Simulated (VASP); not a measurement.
# Al2O3 (P-6m2) in VASP: further runs

Runs on Al2O3. Level: PBE. Tasks: dielectric tensor.

Program: VASP 6.6.1. These are calculated values, not measurements. Logs are shortened: lines on timing, memory, paths and dates and some standing lists are left out, and cuts for length are marked.

### Step 1. The crystal as given

The structure is hexagonal, space group P-6m2 (No. 187). Conventional cell: a = 2.884 Å, b = 2.884 Å, c = 9.337 Å, α = 90.00°, β = 90.00°, γ = 120.00°. Around Al (site symmetry 3m) lie 3 O at 1.80 Å. O (site symmetry 3m) is surrounded by 3 Al at 1.80 Å. O (site symmetry -6m2) is surrounded by 6 Al at 2.18 Å.

Measurements of this composition are mostly on another form, of space group No. 167.

### Step 2. Dielectric tensor, PBE

Input file INCAR:

```
ALGO = Normal
EDIFF = 1E-8
ENCUT = 650
GGA = PE
ISIF = 2
ISMEAR = 0
LASPH = True
LCHARG = False
LEPSILON = True
LREAL = False
LWAVE = False
NELM = 100
PREC = Accurate
SIGMA = 0.01
```

Input file KPOINTS:

```
k-points
0
Gamma
  7 7 2
```

Input file POSCAR:

```
Al2O3
1.0
    2.8843249483      0.0000000000      0.0000000000
   -1.4421624742      2.4978986780      0.0000000000
    0.0000000000      0.0000000000      9.3367544600
Al O
2 3
Direct
    0.0000000000      0.0000000000      0.8500076700
    0.0000000000      0.0000000000      0.1499923300
    0.3333333333      0.6666666667      0.7776830800
    0.6666666667      0.3333333333      0.0000000000
    0.3333333333      0.6666666667      0.2223169200
```

Potentials or basis: VASP PAW PBE potentials, release 64 (Al, O).

On the command line:

```sh
$ cat potpaw_PBE.64/Al/POTCAR potpaw_PBE.64/O/POTCAR > POTCAR
$ mpirun -np 1 vasp_std > vasp.out
```

OUTCAR:

```text
EDIFF = 1E-8
   ENCUT = 650
   GGA = PE
   ISIF = 2
   ISMEAR = 0
   LASPH = True
   LEPSILON = True
   LREAL = False
   NELM = 100
   PREC = Accurate

 Found     16 irreducible k-points:

 Following reciprocal coordinates:
            Coordinates               Weight
  0.000000  0.000000  0.000000      1.000000
  0.142857  0.000000  0.000000      6.000000
  0.285714 -0.000000  0.000000      6.000000
  0.428571  0.000000  0.000000      6.000000
  0.142857  0.142857  0.000000      6.000000
  0.285714  0.142857  0.000000     12.000000
   k-points           NKPTS =     16   k-points in BZ     NKDIM =     16   number of bands    NBANDS=     16
   number of dos      NEDOS =    301   number of ions     NIONS =      5
   total plane-waves  NPLWV =  46080
   dimension x,y,z NGX =    24 NGY =   24 NGZ =   80
   dimension x,y,z NGXF=    48 NGYF=   48 NGZF=  160
   ions per type =               2   3
   NGX,Y,Z   is equivalent  to a cutoff of  13.83, 13.83, 14.24 a.u.
   NGXF,Y,Z  is equivalent  to a cutoff of  27.67, 27.67, 28.49 a.u.
 SYSTEM =  unknown system
   PREC   = accura    normal or accurate (medium, high low for compatibility)
   ISTART =      0    job   : 0-new  1-cont  2-samecut
   ICHARG =      2    charge: 1-file 2-atom 10-const
   ISPIN  =      1    spin polarized calculation?
   LNONCOLLINEAR =      F non collinear calculations
   LSORBIT =      F    spin-orbit coupling
   LASPH  =      T    aspherical Exc in radial PAW
   ENCUT  =  650.0 eV  47.77 Ry    6.91 a.u.   6.00  6.00 19.41*2*pi/ulx,y,z
   NELM   =    100;   NELMIN=  2; NELMDL= -5     # of ELM steps
   EDIFF  = 0.1E-07   stopping-criterion for ELM
   LREAL  =      F    real-space projection
   EDIFFG = 0.1E-06   stopping-criterion for IOM
   NSW    =      0    number of steps for IOM
   IBRION =     -1    ionic relax: 0-MD 1-quasi-New 2-CG
   NFREE  =      0    steps in history (QN), initial steepest desc. (CG)
   ISIF   =      2    stress and relaxation
   ISYM   =      2    0-nonsym 1-usesym 2-fastsym
   POTIM  = 0.5000    time-step for ionic-motion
   TEBEG  =    0.0;   TEEND  =   0.0 temperature during run
   PSTRESS=    0.0 pullay stress
   NELECT =      24.0000    total number of electrons
   NUPDOWN=      -1.0000    fix difference up-down
   EMIN   =  10.00;   EMAX   =-10.00  energy-range for DOS
   EFERMI =   0.00;   METHOD = LEGACY
   ISMEAR =     0;   SIGMA  =   0.01  broadening in eV -4-tet -1-fermi 0-gaus
   EFERMI_NEDOS =   21; number of points for ismear=-14 and -15
   IALGO  =     38    algorithm
   IMIX   =      4    mixing-type and parameters
     AMIX     =   0.40;   BMIX     =  1.00
     AMIX_MAG =   1.60;   BMIX_MAG =  1.00
  volume/ion in A,a.u.               =      13.45        90.79
  Fermi-wavevector in a.u.,A,eV,Ry     =   1.161111  2.194181 18.343074  1.348178
  Thomas-Fermi vector in A             =   2.297686
   LORBIT       =      0    0 simple, 1 ext, 2 COOP (PROOUT), +10 PAW based schemes
   GGA     = PE    functional components
   LHFCALC =     F    Hartree Fock is set to
   AEXX    =    0.0000 exact exchange contribution
   IVDW    =     0    specifies the selected vdW correction
   LEPSILON=     T    determine dielectric tensor
   LRPA    =     F    only Hartree local field effects (RPA)
 non-spin polarized calculation
 Gauss-broadening in eV      SIGMA  =   0.01
  energy-cutoff  :      650.00
  volume of cell :       67.27
 maximum number of plane-waves:      2566
 NGX is ok and might be reduce to    24
   NGX = 11   NGY = 11   NGZ = 39

--------------------------------------- Ionic step        1  -------------------------------------------

 number of electron      23.9999993 magnetization

 E-fermi :   0.9097     XC(G=0):  -8.5310

 val. band max:        0.8602322663   @ k =   0.1429   0.0000   0.0000
 cond. band min:       5.6493693809   @ k =   0.0000   0.0000   0.0000
 fundamental gap:      4.7891371146
 Fermi energy:         0.9097261469

 k-point     1 :       0.0000    0.0000    0.0000
  band No.  band energies     occupation
      1     -17.8188      2.00000
      2     -16.8028      2.00000
      3     -15.6220      2.00000
      4      -4.0806      2.00000
      5      -1.2365      2.00000
      6      -0.5987      2.00000
      7      -0.5987      2.00000
      8      -0.3738      2.00000
      9      -0.3738      2.00000
     10       0.3500      2.00000
     11       0.3500      2.00000
     12       0.6395      2.00000
     13       5.6494      0.00000
     14       8.2814      0.00000
     15       8.6829      0.00000
     16      10.0133      0.00000

 k-point     2 :       0.1429    0.0000    0.0000
  band No.  band energies     occupation
      1     -17.5750      2.00000
      2     -16.6223      2.00000
      3     -15.5365      2.00000
      4      -3.9580      2.00000
      5      -1.8980      2.00000
      6      -1.2327      2.00000
      7      -1.1684      2.00000
      8      -0.8333      2.00000
      9      -0.5202      2.00000
     10      -0.1029      2.00000
     11       0.2791      2.00000
     12       0.8602      2.00000
     13       6.6980      0.00000
     14       8.7983      0.00000
     15       9.3358      0.00000
     16      10.6643      0.00000

 k-point     3 :       0.2857   -0.0000    0.0000
  band No.  band energies     occupation
      1     -16.9316      2.00000
      2     -16.1821      2.00000
      3     -15.3820      2.00000
      4      -4.1031      2.00000
      5      -3.6033      2.00000
      6      -2.4678      2.00000
      7      -1.9510      2.00000
      8      -1.2819      2.00000
      9      -0.8283      2.00000
     10       0.0158      2.00000
     11       0.0806      2.00000
     12       0.7192      2.00000
     13       8.2084      0.00000
     14       9.7314      0.00000
     15      10.1298      0.00000
     16      11.2993      0.00000

 k-point     4 :       0.4286    0.0000    0.0000
  band No.  band energies     occupation
      1     -16.2020      2.00000
      2     -15.7856      2.00000
      3     -15.4010      2.00000
      4      -4.8751      2.00000
      5      -4.7830      2.00000
      6      -3.3693      2.00000
      7      -1.5926      2.00000
      8      -1.4938      2.00000
      9      -1.0575      2.00000
     10      -0.0933      2.00000
     11       0.2100      2.00000
     12       0.2657      2.00000
     13       8.6390      0.00000
     14       9.8180      0.00000
     15      10.0112      0.00000
     16      11.9822      0.00000

 k-point     5 :       0.1429    0.1429    0.0000
  band No.  band energies     occupation
      1     -17.1298      2.00000
      2     -16.3104      2.00000
      3     -15.4144      2.00000
      4      -3.9384      2.00000
      5      -2.8539      2.00000
      6      -2.4185      2.00000
      7      -1.8425      2.00000
      8      -1.1263      2.00000
      9      -0.9064      2.00000
     10      -0.1631      2.00000
     11       0.1131      2.00000
     12       0.8381      2.00000
     13       8.0169      0.00000
     14       9.5338      0.00000
     15      10.2404      0.00000
     16      11.5327      0.00000

 k-point     6 :       0.2857    0.1429    0.0000
  band No.  band energies     occupation
      1     -16.4236      2.00000
      2     -15.8828      2.00000
      3     -15.3451      2.00000
      4      -4.3809      2.00000
      5      -4.2483      2.00000
      6      -3.1708      2.00000
      7      -1.9057      2.00000
      8      -1.8491      2.00000
      9      -1.2231      2.00000
     10      -0.6644      2.00000
     11       0.4629      2.00000
     12       0.4843      2.00000
     13       9.1293      0.00000
     14      10.5009      0.00000
     15      10.6696      0.00000
     16      11.5861      0.00000

 [... further k-points ...]

  FORCE on cell =-STRESS in cart. coord.  units (eV):
  Direction    XX          YY          ZZ          XY          YZ          ZX
  --------------------------------------------------------------------------------------
  -------------------------------------------------------------------------------------
  Total       -0.0426482     -0.0426482     -0.1398899      0.0000000      0.0000000      0.0000000
  in kB       -1.0157717     -1.0157717     -3.3318239      0.0000000      0.0000000      0.0000000
  external PRESSURE =      -1.7877891 kB  Pullay stress =       0.0000000 kB

 VOLUME and BASIS-vectors are now :
 -----------------------------------------------------------------------------
  energy-cutoff  :      650.00
  volume of cell :       67.27
      direct lattice vectors                 reciprocal lattice vectors
     2.884324948  0.000000000  0.000000000     0.346701574  0.200168247  0.000000000
    -1.442162474  2.497898678  0.000000000     0.000000000  0.400336494  0.000000000
     0.000000000  0.000000000  9.336754460     0.000000000  0.000000000  0.107103598

 POSITION                                       TOTAL-FORCE (eV/Angst)
 -----------------------------------------------------------------------------------
      0.00000      0.00000      7.93631         0.000000      0.000000      0.002495
      0.00000      0.00000      1.40044        -0.000000      0.000000     -0.002495
     -0.00000      1.66527      7.26104        -0.000000     -0.000000     -0.008427
      1.44216      0.83263      0.00000        -0.000000      0.000000      0.000000
     -0.00000      1.66527      2.07572        -0.000000      0.000000      0.008427
 -----------------------------------------------------------------------------------
    total drift:                                0.000000     -0.000000      0.000000

  FREE ENERGIE OF THE ION-ELECTRON SYSTEM (eV)
  ---------------------------------------------------
  free  energy   TOTEN  =       -36.4010062808 eV

  energy  without entropy=      -36.4010062808  energy(sigma->0) =      -36.40100628

 HEAD OF MICROSCOPIC STATIC DIELECTRIC TENSOR (INDEPENDENT PARTICLE, excluding Hartree and local field effects)
 ------------------------------------------------------
           2.758489    -0.000000     0.000000
          -0.000000     2.758489    -0.000000
           0.000000    -0.000000     2.588011
 ------------------------------------------------------

 Free energy of the ion-electron system (eV)
  ---------------------------------------------------
  ---------------------------------------------------
  free energy    TOTEN  =        -0.34607585 eV

  energy without entropy =       -0.34607585

------------------------ aborting loop because EDIFF is reached ----------------------------------------

--------------------------------------- Ionic step        2  -------------------------------------------

------------------------ aborting loop because EDIFF is reached ----------------------------------------

--------------------------------------- Ionic step        3  -------------------------------------------

 Free energy of the ion-electron system (eV)
  ---------------------------------------------------
  ---------------------------------------------------
  free energy    TOTEN  =        -0.19051223 eV

  energy without entropy =       -0.19051223

------------------------ aborting loop because EDIFF is reached ----------------------------------------

 PIEZOELECTRIC TENSOR FIELD DIRECTION 3  (e Angst)
 -----------------------------------------------------------------------------
    -0.00000 -0.00000  0.00000           ( -0.00000  0.00000  0.00000)
    -0.00000 -0.00000 -0.00000           (  0.00000 -0.00000 -0.00000)
     0.00000  0.00000 -0.00000           (  0.00000 -0.00000 -0.00000)

 PIEZOELECTRIC TENSOR FIELD DIRECTION 3  (C/m^2)
 -----------------------------------------------------------------------------
    -0.00000 -0.00000  0.00000
    -0.00000 -0.00000 -0.00000
     0.00000  0.00000 -0.00000

 MACROSCOPIC STATIC DIELECTRIC TENSOR (including local field effects in DFT)
 ------------------------------------------------------
           2.696447    -0.000000     0.000000
          -0.000000     2.696447    -0.000000
           0.000000     0.000000     1.943152
 ------------------------------------------------------

 PIEZOELECTRIC TENSOR (including local field effects)  for field in x, y, z        (e  Angst)
          XX          YY          ZZ          XY          YZ          ZX
  --------------------------------------------------------------------------------
  x     0.00000    -0.00000    -0.00000    -0.07984     0.00000     0.00000
  y    -0.07984     0.07984    -0.00000    -0.00000     0.00000     0.00000
  z     0.00000     0.00000     0.00000     0.00000     0.00000    -0.00000

 PIEZOELECTRIC TENSOR (including local field effects)  for field in x, y, z        (C/m^2)
          XX          YY          ZZ          XY          YZ          ZX
  --------------------------------------------------------------------------------
  x     0.00000    -0.00000    -0.00000    -0.01901     0.00000     0.00000
  y    -0.01901     0.01901    -0.00000    -0.00000     0.00000     0.00000
  z     0.00000     0.00000     0.00000     0.00000     0.00000    -0.00000

 BORN EFFECTIVE CHARGES (including local field effects) (in |e|, cummulative output)
 ---------------------------------------------------------------------------------
 ion    1
    1     3.02715    -0.00000     0.00000
    2    -0.00000     3.02715     0.00000
    3    -0.00000    -0.00000     1.53908
 ion    2
    1     3.02715    -0.00000     0.00000
    2    -0.00000     3.02715    -0.00000
    3     0.00000     0.00000     1.53908
 ion    3
    1    -1.90464     0.00000     0.00000
    2     0.00000    -1.90464    -0.00000
    3    -0.00000     0.00000    -0.93041
 ion    4
    1    -2.24503     0.00000     0.00000
    2     0.00000    -2.24503    -0.00000
    3     0.00000    -0.00000    -1.21735
 ion    5
    1    -1.90464     0.00000     0.00000
    2     0.00000    -1.90464     0.00000
    3     0.00000     0.00000    -0.93041
```

It took 4.9 min on 1 thread of AMD EPYC 7R13 (Zen 3), shared host; peak memory 0.29 GiB.

The run converged, but some of its settings lie outside the range that counts as converged, so its numbers aren't taken as properties of the crystal.

What came out:

| Quantity | Value |
| --- | --- |
| Band gap on the k mesh | 4.79 eV, indirect (least direct gap 5.01 eV) |
| Electronic dielectric tensor (diagonal) | 2.70, 2.70, 1.94 |
| Born charges (mean of the diagonal) | Al +2.53; O -1.58, -1.90 e |

Caveat: an odd mesh through Γ misses points on the zone boundary, where band edges often lie.

(Part 1 of 2 ends here.)
